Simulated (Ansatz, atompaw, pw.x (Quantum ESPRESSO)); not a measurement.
# What a changed setting does to a pw.x run (fcc Te)

Potential: PAW, atompaw 4.2.0.5, PBEsol; core [Kr] 4d10, reference 5s2 5p4; waves: 5s (bound): rc 1.85 bohr; 5s channel at 1.5 Ry: rc 2.55 bohr; 5p (bound): rc 2.50 bohr; 5p channel at 2.1 Ry: rc 2.55 bohr; 5d channel at 0.4 Ry: rc 2.55 bohr; 5d channel at 2.25 Ry: rc 2.55 bohr; local part: ultrasoft scheme with l = 3 at 0 Ry, radius 2.10 bohr; core correction: smooth core density matched at 1.40 bohr; augmentation: sinc compensation charge, radius 2.15 bohr; PAW radius 2.55 bohr; waves and projectors: custom polynom2 7 10 vanderbiltortho.

The reference run (k-mesh 12³, cutoffs 45/450 Ry, Fermi–Dirac 0.01 Ry, mixing_beta 0.4, conv_thr 1e-9, no spin) gives -0.72 GPa at 26.840 Å³/atom, where all-electron LAPW gives 0.12 GPa. This run, with its own iteration cap, changes degauss to 0.02.

```
&control
  calculation='scf', prefix='x', pseudo_dir='./', outdir='./tmp', tstress=.true., disk_io='none'
/
&system
  ibrav=0, nat=1, ntyp=1, ecutwfc=45, ecutrho=450, nbnd=10,
  occupations='smearing', smearing='fd', degauss=0.02
/
&electrons
  conv_thr=1e-09, mixing_beta=0.4, electron_maxstep=60
/
ATOMIC_SPECIES
Te 1.0 Te.UPF
CELL_PARAMETERS angstrom
  0.00000000 2.37638885 2.37638885
  2.37638885 0.00000000 2.37638885
  2.37638885 2.37638885 0.00000000
ATOMIC_POSITIONS crystal
Te 0.0000 0.0000 0.0000
K_POINTS automatic
12 12 12 0 0 0
```

```bash
pw.x < Te.scf.in > Te.scf.out
```

Task: How does the run end?

Result: It converges in 7 iterations; the free energy moves by -79.7 meV/atom and the pressure by +0.53 GPa. In a metal, with Fermi–Dirac smearing, F lies below its zero-width value by a term in the square of the width.

```
Message from routine setup:
     using ibrav=0 with symmetry is DISCOURAGED, use correct ibrav instead
     lattice parameter (alat)  =       6.3508  a.u.
     unit-cell volume          =     181.1253 (a.u.)^3
     number of electrons       =         6.00
     number of Kohn-Sham states=           10
     kinetic-energy cutoff     =      45.0000  Ry
     charge density cutoff     =     450.0000  Ry
     scf convergence threshold =      1.0E-09
     Exchange-correlation= SLA PW PSX PSC
     number of k points=    72  Fermi-Dirac smearing, width (Ry)=  0.0200
     iteration #  1     ecut=    45.00 Ry     beta= 0.40
     c_bands:  1 eigenvalues not converged
     c_bands:  1 eigenvalues not converged
     c_bands:  1 eigenvalues not converged
     c_bands:  2 eigenvalues not converged
     c_bands:  1 eigenvalues not converged
     c_bands:  1 eigenvalues not converged
     [... 16 repeated lines left out ...]
     total energy              =    -356.76420323 Ry
     estimated scf accuracy    <       0.00163441 Ry
     iteration #  2     ecut=    45.00 Ry     beta= 0.40
     [... 1 repeated lines left out ...]
     total energy              =    -356.76456515 Ry
     estimated scf accuracy    <       0.00051281 Ry
     iteration #  3     ecut=    45.00 Ry     beta= 0.40
     [... 2 repeated lines left out ...]
     total energy              =    -356.76460899 Ry
     estimated scf accuracy    <       0.00000325 Ry
     iteration #  4     ecut=    45.00 Ry     beta= 0.40
     [... 1 repeated lines left out ...]
     total energy              =    -356.76461266 Ry
     estimated scf accuracy    <       0.00000065 Ry
     iteration #  5     ecut=    45.00 Ry     beta= 0.40
     total energy              =    -356.76461267 Ry
     estimated scf accuracy    <       0.00000010 Ry
     iteration #  6     ecut=    45.00 Ry     beta= 0.40
     total energy              =    -356.76461270 Ry
     estimated scf accuracy    <          1.6E-09 Ry
     iteration #  7     ecut=    45.00 Ry     beta= 0.40
     the Fermi energy is     8.5078 ev
!    total energy              =    -356.76461270 Ry
     estimated scf accuracy    <          4.7E-10 Ry
     smearing contrib. (-TS)   =      -0.01526797 Ry
     convergence has been achieved in   7 iterations
          total   stress  (Ry/bohr**3)                   (kbar)     P=       -1.92
     Message from routine punch:
     Nothing written, as per user request (disk_io='none')
```

The run took about 12 s on one core of a shared server CPU.
